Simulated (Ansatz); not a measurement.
# SnO under changes of volume

One of the cells (17.769 Å³/atom); the others are scaled copies at fixed shape and fractional positions:

```
Sn O
1.0
     3.81370    0.00000    0.00000
     0.00000    3.81370    0.00000
     0.00000    0.00000    4.88691
Sn O
2 2
Direct
  0.50000 0.00000 0.76463
  0.00000 0.50000 0.23537
  0.00000 0.00000 0.00000
  0.50000 0.50000 0.00000
```

The cell is a database's computed one.

- Program: Ansatz 0.2.0
- Functional: PBE
- Potentials or basis: Ansatz PAW
- Cutoff: 420 eV (not typed: the program's choice for these potentials)
- k mesh: 7 × 7 × 6
- Occupations: fermi-dirac, width 0.05 eV
- Spin: spin-orbit coupling, no magnetisation

| volume (Å³/atom) | energy over the lowest point (meV/atom) | pressure (GPa) | gap on the mesh (eV) | largest force (eV/Å) |
| --- | --- | --- | --- | --- |
| 16.703 | 53.43 | 10.6 | 0.13 | 1.324 |
| 17.058 | ? | ? | ? | ? |
| 17.414 | 17.75 | 5.7 | 0.29 | 0.665 |
| 17.769 | 7.54 | 3.6 | 0.36 | 0.373 |
| 18.125 | 1.75 | 1.7 | 0.43 | 0.103 |
| 18.480 | 0.00 | 0.0 | 0.50 | 0.148 |
| 18.835 | 1.78 | -1.6 | 0.56 | 0.381 |

Problem. What does the run at 17.058 Å³/atom give?

Solution. Energy over the lowest point 32.85 meV/atom; pressure 8.0 GPa; gap on the mesh 0.21 eV; largest force 0.980 eV/Å.

Worked out: A Birch-Murnaghan fit of order 3 (a polynomial in V^(-2/3)) to the other rows has its minimum at 18.47 Å³/atom with B0 = V·E''(V) = 84 GPa and B' = 4.4 at fixed shape and positions, which overstates the stiffness. It gives 32.88 meV/atom at 17.058 Å³/atom, against the run's 32.85, and -dE/dV = 8.0 GPa, against 8.0. A straight line through the other rows of the gap, of slope 3.58 eV per unit of ln V, gives 0.21 eV, against the run's 0.21.

Energies are extrapolated to zero smearing.

Caveats: odd divisions of the mesh miss points on the zone boundary, where band edges often lie, so the gap on the mesh can be too wide; forces of over 1 eV/Å show positions far from the minimum, so gaps and moduli don't describe the material at rest (some runs).

A mesh can miss the band edges.
